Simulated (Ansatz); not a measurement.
Crystal: InSe.

```xyz
4
Lattice="5.8264 -2.0546 0.0000 5.8264 2.0546 0.0000 -1.7232 0.0000 4.7713" Properties=species:S:1:pos:R:3 pbc="T T T"
In   10.2693    0.0000    0.2235
In   -0.3398    0.0000    4.5479
Se    6.5489    0.0000    3.1918
Se    3.3807    0.0000    1.5795
```

The cell comes from a database or a generator and needn't be the stable form of this composition.

```yaml
Program: Ansatz 0.2.0
Task: single point
Functional: PBEsol
Potentials_or_basis: Ansatz PAW
Cutoff: "420 eV (not typed: the program's choice for these potentials)"
k_mesh: 7 × 7 × 6
Occupations: fermi-dirac, width 0.05 eV
Spin: no spin polarisation
```

On this cell: pressure -1.2 GPa; largest force 0.066 eV/Å; band gap on the k mesh 1.08 eV, indirect (least direct gap 1.16 eV).

The same run follows on a disturbed copy (atoms moved at random, drawn with an rms of 0.05 Å):

```xyz
4
Lattice="5.8264 -2.0546 0.0000 5.8264 2.0546 0.0000 -1.7232 0.0000 4.7713" Properties=species:S:1:pos:R:3 pbc="T T T"
In   10.2844    0.0102    0.2306
In   -0.2896    0.0057    4.5293
Se    6.5227    0.0200    3.2066
Se    3.4136   -0.0220    1.6071
```

Task: What changes?

Result: The energy moves by +5.6 meV/atom; pressure -0.9 GPa; largest force 0.480 eV/Å; band gap on the k mesh 0.96 eV, indirect (least direct gap 1.08 eV).

Forces on the atoms (eV/Å):
```
In   0.135 -0.114 -0.044
In  -0.333  0.062  0.340
Se   0.330 -0.118 -0.243
Se  -0.133  0.170 -0.053
```

Stress tensor (GPa, compression positive):
```
-1.72 -0.25 -0.55
-0.25 -0.31  0.53
-0.55  0.53 -0.78
```

Caveats: odd divisions of the mesh miss points on the zone boundary, where band edges often lie, so the gap on the mesh can be too wide; spin-orbit coupling is left out, which moves the levels of the heavy elements; the PAW data sets come from PBE, with cores solved anew for the run's functional, which leaves a small shift of forces and pressure.

A k mesh can miss the band edges.
